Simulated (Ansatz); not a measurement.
# PtSe2 (Sudovikovite) (P-3m1) in Ansatz: phonons with PBE

Aim: the phonons of PtSe2 (Sudovikovite) with PBE.

All numbers are computed with Ansatz 0.2.0; they aren't measurements. Logs are shortened: lines on timing, memory, paths and dates and some standing lists are left out, and cuts for length are marked.

### Step 1. The crystal as given

The structure is trigonal, space group P-3m1 (No. 164). The conventional cell has a = 3.724 Å, b = 3.724 Å, c = 5.062 Å, α = 90.00°, β = 90.00°, γ = 120.00°. Around Pt (site symmetry -3m) lie 6 Se at 2.49 Å. Se (site symmetry 3m) is surrounded by 3 Pt at 2.49 Å.

### Step 2. Phonons, PBE, collinear spin, ferromagnetic start

input.yaml

```yaml
crystal:
  lattice:
    - [3.724, 0.0, 0.0]
    - [-1.862, 3.2250786037, 0.0]
    - [0.0, 0.0, 5.062]
  atoms:
    - { symbol: Pt, position_ang: [0.0, 0.0, 0.0], spin: 0.5 }
    - { symbol: Se, position_ang: [1.8620000002, 1.0750262011, 3.7965] }
    - { symbol: Se, position_ang: [-2.0e-10, 2.1500524026, 1.2655] }
kpoints:
  mp_grid: { grid: [8, 8, 5] }
scf:
  occupations: { method: cold, width: 0.2 }
  lower_state_search: "off"
  mixing: { algorithm: anderson, beta: 0.3, ndim: 2 }
hamiltonian:
  xc: pbe
  pseudopotentials: { kind: all_electron, lapw: { basis_error: 0.002 } }
magnetization:
  spin_polarized: true
output: {}
phonons:
  method: fd
  supercell: [1, 1, 1]
```

Potentials or basis: all-electron LAPW, scalar-relativistic.

Launch:

```sh
$ ansatz run input.yaml --threads 2 --pin off --max-ram 6144MiB --backend cpu --events-out ev --progress --plain --runs-dir out
```

Log:

```text
Warning: RAYON_NUM_THREADS=2 ignored (pool sized by the plan → 2); use --threads N
LAPW: plane waves up to 9.110 Å⁻¹, error target 2.0e-3 eV per atom; small_component_spin mean_spin; Se in spheres of 1.162 Å, 24 of its electrons in bands, Dirac shells []; Pt in spheres of 1.258 Å, 42 of its electrons in bands, Dirac shells [] (how accurate: hamiltonian.pseudopotentials.lapw.basis_error, Limitations)
Engine: ansatz 0.2.0, x86_64-unknown-linux-gnu
Pseudopotentials: kind: all_electron
Pseudopotential: Pt, LAPW, valence charge 42, lapw/all_electron/scalar/gaussian/Pt, Koelling and Harmon's equation, gaussian nucleus
Pseudopotential: Se, LAPW, valence charge 24, lapw/all_electron/scalar/gaussian/Se, Koelling and Harmon's equation, gaussian nucleus
Functional definition: PBE
  parameter kappa = 0.804
  parameter beta = 0.06672455060314922
  exchange = pbe_x(kappa = kappa, mu = beta*pi^2/3)
  correlation = pbe_c(beta = beta)
Crystal: 3 atoms, lattice volume = 60.796 Å³
Basis set: ecut = 316.22152478222006 eV, 783 PW (Γ), exchange–correlation at level 2
Bands: 55, of which v1, the nominal top of the filled ones, is band 45 counted from 1 (44 counted from 0)
Symmetry: 12 space group operations
k-points: 40 of 320
Non-local potential: Pt, projectors of the file, none
Non-local potential: Se, projectors of the file, none
Initial density: superposition of atomic densities (chi_scale 0.1, normalization cell)
Starting moments: Σ|m| = 0.5 μB on 1 of 3 sites
Initial wavefunctions: plane waves of lowest kinetic energy (no species holds an atomic orbital)
Functional: x = pbe(κ = 0.804, μ = 0.2195149727645171), c = pbe(β = 0.06672455060314922)
iter 1 solved again at ethr=1.88e-3 eV; its pass at ethr=1.00e-1 eV (dr2=1.69e0 eV) is discarded
SCF iter   1: F=—  HF=-633210.437441 eV  |F-HF|=—  |Δ(HF+E_count)|=         —  Δρ=2.85e-2 (↑2.85e-2 ↓1.79e-2)  dr2=1.69e0  dr2_m=3.71e-2  M=-0.000 μB ∫|m|=0.114 μB  β_m=0.30  ethr=1.88e-3  ⟨swp⟩=2.0  Hψ=27103  notcnv=0
preconditioner: auto → Kerker (q_TF=auto, 2.913 Å⁻¹)  [metal: Δε(μ)=0.131 eV  Ē_g=13.089 eV  σ=0.200 eV  W_gap=0.47  n_scr=22 (ndim 2)  ℏωp=22.3 eV  f_vac=0.143  D(μ)=0.04/eV (n_scr^D=0)]
spin=Collinear: Kerker preconditioning applied to the charge; magnetization (m = ρ↑ − ρ↓) channel mixes plain (no charge-response kernel on spin).
iter 2 solved again at ethr=1.29e-4 eV; its pass at ethr=1.88e-3 eV (dr2=1.16e-1 eV) is discarded
SCF iter   2: F=—  HF=-633209.738033 eV  |F-HF|=—  |Δ(HF+E_count)|=   6.99e-1  S|Δr|=    0.00e0  Δρ=1.16e-2 (↑1.16e-2 ↓9.14e-3)  dr2=1.16e-1  dr2_m=1.91e-2  M=0.014 μB ∫|m|=0.082 μB  β_m=0.30  ethr=1.29e-4  ⟨swp⟩=2.0  Hψ=21978  notcnv=0  κ⁻¹=1.0e0(r=1)
preconditioner: auto → none  [metal: Δε(μ)=0.084 eV  Ē_g=13.309 eV  σ=0.200 eV  W_gap=0.26  n_scr=22 (ndim 2)  ℏωp=22.3 eV  f_vac=0.150  D(μ)=0.44/eV (n_scr^D=0)]
SCF iter   3: F=—  HF=-633209.728868 eV  |F-HF|=—  |Δ(HF+E_count)|=         —  Δρ=7.63e-3 (↑7.63e-3 ↓6.53e-3)  dr2=4.71e-2  dr2_m=1.03e-2  M=0.012 μB ∫|m|=0.063 μB  β_m=0.30  ethr=1.29e-4  ⟨swp⟩=2.0  Hψ=12626  notcnv=0  κ⁻¹=1.0e0(r=1)
[... 69 lines left out ...]
preconditioner: auto → none  [metal: Δε(μ)=0.091 eV  Ē_g=13.337 eV  σ=0.200 eV  W_gap=0.26  n_scr=22 (ndim 2)  ℏωp=22.3 eV  f_vac=0.170  D(μ)=0.51/eV (n_scr^D=0)]
SCF iter   2: F=—  HF=-633209.733303 eV  |F-HF|=—  |Δ(HF+E_count)|=   1.57e-5  S|Δr|=    0.00e0  Δρ=1.05e-4 (↑1.05e-4 ↓1.05e-4)  dr2=2.14e-5  dr2_m=4.08e-12  M=-0.000 μB ∫|m|=0.000 μB  β_m=0.38  ethr=7.99e-8  ⟨swp⟩=2.0  Hψ=29388  notcnv=0  κ⁻¹=1.0e0(r=1)
SCF iter   3: F=—  HF=-633209.733300 eV  |F-HF|=—  |Δ(HF+E_count)|=   3.04e-6  S|Δr|=    0.00e0  Δρ=4.80e-5 (↑4.80e-5 ↓4.79e-5)  dr2=3.96e-6  dr2_m=1.44e-12  M=-0.000 μB ∫|m|=0.000 μB  β_m=0.39  ethr=2.38e-8  ⟨swp⟩=2.0  Hψ=29388  notcnv=0  κ⁻¹=1.0e0(r=1)
SCF iter   4: F=—  HF=-633209.733300 eV  |F-HF|=—  |Δ(HF+E_count)|=   1.04e-7  S|Δr|=    0.00e0  Δρ=2.98e-5 (↑2.98e-5 ↓2.98e-5)  dr2=1.61e-6  dr2_m=6.77e-13  M=-0.000 μB ∫|m|=0.000 μB  β_m=0.39  ethr=4.40e-9  ⟨swp⟩=2.0  Hψ=29388  notcnv=0  κ⁻¹=1.0e0(r=1)
SCF iter   5: F=—  HF=-633209.733300 eV  |F-HF|=—  |Δ(HF+E_count)|=   5.19e-8  S|Δr|=    0.00e0  Δρ=2.20e-5 (↑2.20e-5 ↓2.20e-5)  dr2=6.46e-7  dr2_m=4.42e-13  M=-0.000 μB ∫|m|=0.000 μB  β_m=0.39  ethr=1.79e-9  ⟨swp⟩=2.0  Hψ=29388  notcnv=0  κ⁻¹=1.0e0(r=1)
SCF iter   6: F=—  HF=-633209.733300 eV  |F-HF|=—  |Δ(HF+E_count)|=   6.78e-8  S|Δr|=    0.00e0  Δρ=1.54e-5 (↑1.54e-5 ↓1.54e-5)  dr2=3.16e-7  dr2_m=2.47e-13  M=-0.000 μB ∫|m|=0.000 μB  β_m=0.39  ethr=7.17e-10  ⟨swp⟩=2.0  Hψ=29388  notcnv=0  κ⁻¹=1.0e0(r=1)
SCF iter   7: F=—  HF=-633209.733300 eV  |F-HF|=—  |Δ(HF+E_count)|=   7.61e-8  S|Δr|=    0.00e0  Δρ=8.33e-6 (↑8.33e-6 ↓8.32e-6)  dr2=9.71e-8  dr2_m=9.02e-14  M=-0.000 μB ∫|m|=0.000 μB  β_m=0.39  ethr=3.51e-10  ⟨swp⟩=2.0  Hψ=29388  notcnv=0  κ⁻¹=1.0e0(r=1)
SCF iter   8: F=—  HF=-633209.733300 eV  |F-HF|=—  |Δ(HF+E_count)|=   2.34e-8  S|Δr|=    0.00e0  Δρ=5.02e-6 (↑5.01e-6 ↓5.02e-6)  dr2=4.11e-8  dr2_m=3.74e-14  M=-0.000 μB ∫|m|=0.000 μB  β_m=0.39  ethr=1.08e-10  ⟨swp⟩=2.0  Hψ=29388  notcnv=0  κ⁻¹=1.0e0(r=1)
SCF iter   9: F=—  HF=-633209.733300 eV  |F-HF|=—  |Δ(HF+E_count)|=   4.07e-9  S|Δr|=    0.00e0  Δρ=3.77e-6 (↑3.77e-6 ↓3.76e-6)  dr2=1.75e-8  dr2_m=2.45e-14  M=-0.000 μB ∫|m|=0.000 μB  β_m=0.39  ethr=4.57e-11  ⟨swp⟩=2.0  Hψ=29388  notcnv=0  κ⁻¹=1.0e0(r=1)
SCF iter  10: F=—  HF=-633209.733300 eV  |F-HF|=—  |Δ(HF+E_count)|=   3.61e-9  S|Δr|=    0.00e0  Δρ=2.71e-6 (↑2.71e-6 ↓2.71e-6)  dr2=9.00e-9  dr2_m=1.38e-14  M=-0.000 μB ∫|m|=0.000 μB  β_m=0.39  ethr=1.95e-11  ⟨swp⟩=2.0  Hψ=29388  notcnv=0  κ⁻¹=1.0e0(r=1)
SCF iter  11: F=—  HF=-633209.733300 eV  |F-HF|=—  |Δ(HF+E_count)|=   4.54e-9  S|Δr|=    0.00e0  Δρ=1.55e-6 (↑1.55e-6 ↓1.54e-6)  dr2=3.06e-9  dr2_m=5.29e-15  M=-0.000 μB ∫|m|=0.000 μB  β_m=0.39  ethr=1.03e-11 (applied; sched 1.00e-11)  ⟨swp⟩=2.0  Hψ=29388  notcnv=0  κ⁻¹=1.0e0(r=1)
SCF iter  12: F=—  HF=-633209.733300 eV  |F-HF|=—  |Δ(HF+E_count)|=  8.15e-10  S|Δr|=    0.00e0  Δρ=8.88e-7 (↑8.87e-7 ↓8.88e-7)  dr2=1.23e-9  dr2_m=1.88e-15  M=-0.000 μB ∫|m|=0.000 μB  β_m=0.31  ethr=1.03e-11 (applied; sched 3.40e-12)  ⟨swp⟩=2.0  Hψ=29388  notcnv=0  κ⁻¹=1.0e0(r=1)
SCF iter  13: F=-633209.733300 eV  HF=-633209.733300 eV  |F-HF|=5.82e-10  |Δ(HF+E_count)|=   1.63e-9  S|Δr|=    0.00e0  Δρ=6.67e-7 (↑6.67e-7 ↓6.66e-7)  dr2=5.40e-10  dr2_m=1.45e-15  M=-0.000 μB ∫|m|=0.000 μB  ethr=1.03e-11 (applied; sched 1.36e-12)  ⟨swp⟩=2.0  Hψ=29388  notcnv=0
the starting moments were not kept: the SCF closed with an absolute magnetisation of 6.3e-8 μB, where they sum to 0.5 μB in size (1 site). That is at most 0.1 of that sum. Measured as dr2_m measures the in/out step, that magnetisation stands 3.3e-16 eV from none, at or under the dr2_threshold of 1.0e-9 eV: it is no larger than a step whose dr2_m would equal this threshold.
SCF 4 converged in 13 iterations: F = -633209.733300 eV  dr2 = 5.40e-10
SCF converged after 24 iterations
Stability not checked: this state was not tested for a lower state beside it, because cold or Methfessel-Paxton smearing, or corrected tetrahedra, fill the levels in a way that the test cannot read (fill_not_monotonic; see scf.lower_state_search)
Magnetization: -0.0000 μB (45.0000 up, 45.0000 down)
Absolute magnetization: 0.0000 μB (∫|ρ↑−ρ↓|)
Spin contamination: 0.0000 ħ² per cell (⟨S²⟩ above its minimum at these occupations)
Per-site moments (μB) at R_I (Å): [(1.6113548326757154e-6, 1.2578008483557876), (-8.16903895639598e-7, 1.1621917689540622), (-8.16903895639598e-7, 1.1621917689540622)]
Free energy (F): -633209.737198 eV
Harris-Foulkes:  -633209.737198 eV  (|F-HF|=3.49e-10)
Internal energy: -633209.734667 eV  (E = F + TS)
E sigma→0 (E₀):  -633209.736355 eV
Entropy (-TS):   -0.002531 eV (-0.844 meV/atom)
Fermi energy:    15.195500 eV
--- Per-component energies (eV) ---
  E_band       = -6872.775010
  E_kinetic    = 704283.787669
  E_xc         = -14486.264825
  E_electrostatic = -1323007.257511  (all electrons and nuclei)
  E_smearing   = -0.002531  (= −TS)
  E_closure    = 0.000000  (closes the sum)
  E_atoms      = -633195.561846  (free atoms, spherical and without spin; not in F)
  Σ components = -633209.737198   (vs F -633209.737198, Δ=0.00e0)
  Basis errors (estimates in eV, not in F): energy 8.4e-4 per atom: plane waves 7.6e-4 (4.5e-4 summed), levels above the bands 0.0e0, relativity 2.0e-7, radial functions 8.2e-5, core shells 2.0e-6; eigenvalues (radial functions only) 1.7e-6; not estimated: angular momenta, meshes, grids; target (lapw.basis_error) 2.0e-3; muffin-tin radii Se 1.162 Å, Pt 1.258 Å
--- Forces (eV/Å), atoms counted from 1 ---
  atom   1  Pt     0.00000000    -0.00000000     0.00000000
  atom   2  Se     0.00000000    -0.00000000    -0.59390085
  atom   3  Se    -0.00000000     0.00000000     0.59390085
  max |Σ_I F_I| component: 1.11e-16 eV/Å
--- Band table (eV; the first three rows and the last of 80) ---
  k-point 0 ↑: bands = ["-289.2610", "-289.2610", "-289.1508", "-289.1508", "-289.1424", "-193.7194", "-193.7194", "-133.1928", "-133.1928", "-133.1928", "-133.1928", "-133.1716", "-133.1716", "-84.4036", "-52.9840", "-52.9727", "-52.9727", "-52.9287", "-52.9053", "-52.9053", "-52.8331", "-38.6509", "-38.6509", "-38.5617", "-33.4080", "-33.4080", "-33.4056", "-33.4056", "-33.3931", "-33.3931", "-33.3882", "-33.3882", "-33.3838", "-33.3836", "-0.5669", "2.2579", "7.9431", "8.6559", "8.6559", "11.1150", "11.1150", "12.5567", "14.0762", "14.0762", "15.5526", "16.6160", "16.6160", "18.7611", "19.3694", "22.4507", "22.4507", "26.9820", "27.5127", "27.5127", "27.5301"]
  k-point 1 ↑: bands = ["-289.2610", "-289.2610", "-289.1508", "-289.1508", "-289.1424", "-193.7194", "-193.7194", "-133.1928", "-133.1928", "-133.1928", "-133.1928", "-133.1716", "-133.1716", "-84.4036", "-52.9840", "-52.9727", "-52.9727", "-52.9287", "-52.9053", "-52.9053", "-52.8331", "-38.6509", "-38.6509", "-38.5617", "-33.4079", "-33.4079", "-33.4057", "-33.4057", "-33.3927", "-33.3927", "-33.3886", "-33.3886", "-33.3839", "-33.3835", "-0.4208", "1.9100", "8.4619", "8.6740", "8.6740", "11.1036", "11.1036", "12.5221", "13.9104", "13.9104", "14.7081", "16.9049", "16.9049", "19.0708", "20.2068", "22.3106", "22.3106", "25.9087", "26.0262", "26.0262", "27.0557"]
  k-point 2 ↑: bands = ["-289.2610", "-289.2610", "-289.1508", "-289.1508", "-289.1424", "-193.7194", "-193.7194", "-133.1928", "-133.1928", "-133.1928", "-133.1928", "-133.1716", "-133.1716", "-84.4036", "-52.9840", "-52.9727", "-52.9727", "-52.9287", "-52.9053", "-52.9053", "-52.8331", "-38.6509", "-38.6509", "-38.5618", "-33.4078", "-33.4078", "-33.4057", "-33.4057", "-33.3920", "-33.3920", "-33.3894", "-33.3894", "-33.3840", "-33.3835", "-0.0790", "1.2882", "8.7037", "8.7037", "9.4640", "11.0868", "11.0868", "12.3057", "13.5883", "13.6788", "13.6788", "17.3777", "17.3777", "19.7878", "21.3161", "21.9947", "21.9947", "24.4467", "25.0000", "25.1592", "25.1592"]
  k-point 39 ↓: bands = ["-289.2610", "-289.2610", "-289.1508", "-289.1508", "-289.1424", "-193.7194", "-193.7194", "-133.1928", "-133.1928", "-133.1928", "-133.1928", "-133.1716", "-133.1716", "-84.4034", "-52.9840", "-52.9727", "-52.9727", "-52.9288", "-52.9053", "-52.9053", "-52.8331", "-38.6592", "-38.6567", "-38.5611", "-33.4074", "-33.4071", "-33.4066", "-33.4058", "-33.3921", "-33.3907", "-33.3903", "-33.3899", "-33.3832", "-33.3832", "1.3875", "1.5199", "8.2129", "8.7423", "9.3129", "10.3021", "10.6473", "11.3587", "11.5082", "12.5806", "12.8428", "16.6393", "17.1456", "21.0032", "22.0564", "22.8878", "23.2922", "24.6897", "25.4237", "26.0347", "27.1975"]
--- Phonons: 3 displaced members + reference (amplitude 0.01 Å, Σ member SCF iterations 37) ---
  symmetry images taken by strict's conditions (phonons.symmetry_images: auto; settled by no image being taken that strict refuses)
  ASR residual: 1.947e-3 → 0.000e0 eV/Å²; symmetrization residual: 2.338e-4 eV/Å²
  largest component of a force at the reference: 5.9e-1 eV/Å
  ASR residual per site (eV/Å²): 1.95e-3 6.21e-4 6.21e-4
  Γ frequencies (cm⁻¹): 0.00 0.00 0.00 179.61 179.61 205.48 224.51 224.51 228.92
  density of states and harmonic sums: on the 19×19×12 q-mesh, interpolated from the force constants of a 1×1×1 supercell (no non-analytic term)
  largest difference from the sums on the solved wave vectors: F 5.33e-1 eV, S 7.91e-4 and C_V 2.58e-4 eV/K
  zero-point energy: 0.091474 eV/cell   skipped modes (ω ≤ 0): 3   left out of the sums: 7.69e-5 of the cell's modes: C_V's classical limit lies that fraction below 3 k_B per atom; for a crystal, a wire or a layer, F and S can be off by more, and a phonons.interpolated_qmesh denser along its periods is the remedy for the sampling
```

Wall time 9.5 min (2 threads of Intel Xeon Platinum 8375C at 2.90GHz (Ice Lake), shared host); peak memory 1.1 GiB.

These settings aren't checked as converged (typed here: scf.occupations.method = cold; scf.occupations.width = 0.2; scf.mixing.algorithm = anderson; scf.mixing.beta = 0.3; scf.mixing.ndim = 2): the numbers below hold their error.

Results:

- Free energy: -633209.7372 eV
- Largest force: 0.594 eV/Å
- Band gap on the k mesh: none (metal or under the smearing width)
- Net moment: 0.00 μB per cell
- Absolute moment: 0.00 μB per cell
- Highest phonon frequency at Γ: 229 cm⁻¹

Caveat: a metal's response needs a denser mesh; the starting moments weren't kept.
